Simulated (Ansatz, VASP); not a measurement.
**Sc: VASP beside Ansatz**

```
CELL_PARAMETERS angstrom
3.22958 0.00000 0.00000
-1.61479 2.79690 0.00000
0.00000 0.00000 21.47743
ATOMIC_POSITIONS crystal
Sc 0.66667 0.33333 0.32592
Sc 0.33333 0.66667 0.44197
Sc 0.66667 0.33333 0.55838
Sc 0.33333 0.66667 0.67119
```

Alike in both runs: functional LDA; k mesh 9 × 9 × 1; occupations gaussian, width 0.1 eV; no spin polarisation.

Ansatz relaxed the structure, and its values are those at the end. VASP's run is a single point on that final structure, the one shown.

```csv
,VASP,Ansatz
version,VASP 6.6.1,Ansatz 0.2.0
potentials or method,"VASP PAW LDA potentials, release 64 (Sc_sv)","scalar-relativistic, plane waves, PAW"
plane-wave cutoff (eV),520,420
valence electrons in the cell,44,44
```

Ansatz gave:

| Item | Value |
| --- | --- |
| gap on the k mesh at the Fermi level (eV) | none |
| rms of the force components (eV/Å) | 0.067 |

Problem. What did VASP give for the same quantities?

Solution. gap on the k mesh at the Fermi level (eV): none; rms of the force components (eV/Å): 0.066.

A gap of «none» marks a metal or a gap that the smearing closes.
